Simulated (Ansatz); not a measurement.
Runs of Ansatz 0.2.0 on SnO. Symmetry: P4/nmm, No. 129, tetragonal system. Conventional cell: a = 3.814 Å, b = 3.814 Å, c = 4.887 Å, α = 90.00°, β = 90.00°, γ = 90.00°. Sn (site symmetry 4mm) has 4 O at 2.23 Å as nearest neighbours. O (site symmetry -4m2) has 4 Sn at 2.23 Å as nearest neighbours. The cell is a database's computed one.

```csv
task,level,potentials or basis,cell,k mesh,cutoff (eV),points for each segment of the path,mesh quality,gap on the mesh (eV),pressure (GPa),V0 of scaled cells (Å³/atom),relaxed volume (Å³/atom),B0 (GPa)
equation of state,PBEsol,PseudoDojo PBEsol stringent,as given,7 × 7 × 6,1388,-,not flagged,-,-,(b),-,95
band structure,PBEsol0,Ansatz PAW,as given,4 × 4 × 3,420,4,coarse,1.14,-3.7,-,-,-
equation of state,revPBE+D4,Ansatz PAW,as given,7 × 7 × 6,420,-,not flagged,-,-,18.10,-,86
relaxation of cell and atoms,RPBE,Ansatz PAW,relaxed,7 × 7 × 6,420,-,not flagged,1.58,0.0,-,(a),-
relaxation of cell and atoms,LDA,Ansatz PAW,relaxed,7 × 7 × 6,420,-,not flagged,0.07,0.0,-,16.53,-
```

Alike in all rows: no spin polarisation; smearing fermi-dirac 0.05 eV.

Task: Estimate the missing entries.

Result: (a) 21.66; (b) 17.68.

Caveats: some runs use coarse meshes; spin-orbit coupling is left out, which moves the levels of the heavy elements (some runs); the PAW data sets come from PBE, with cores solved anew for the run's functional, which leaves a small shift of forces and pressure (some runs); the cell was scaled at fixed shape and fractional positions, which overstates the stiffness of a crystal with free parameters, most of all of layers and chains (some runs); odd divisions of the mesh miss points on the zone boundary, where band edges often lie, so the gap on the mesh can be too wide (some runs); the plane-wave basis is chosen anew once the cell has moved, so the energies of steps on either side of that aren't comparable (some runs); the thresholds are loose for stress (some runs); the potentials were made for another functional, which shifts forces and pressure (some runs).

A k mesh can miss the band edges, and the runs leave out spin-orbit coupling on Sn.

Runs at the PBE level aren't shown here.
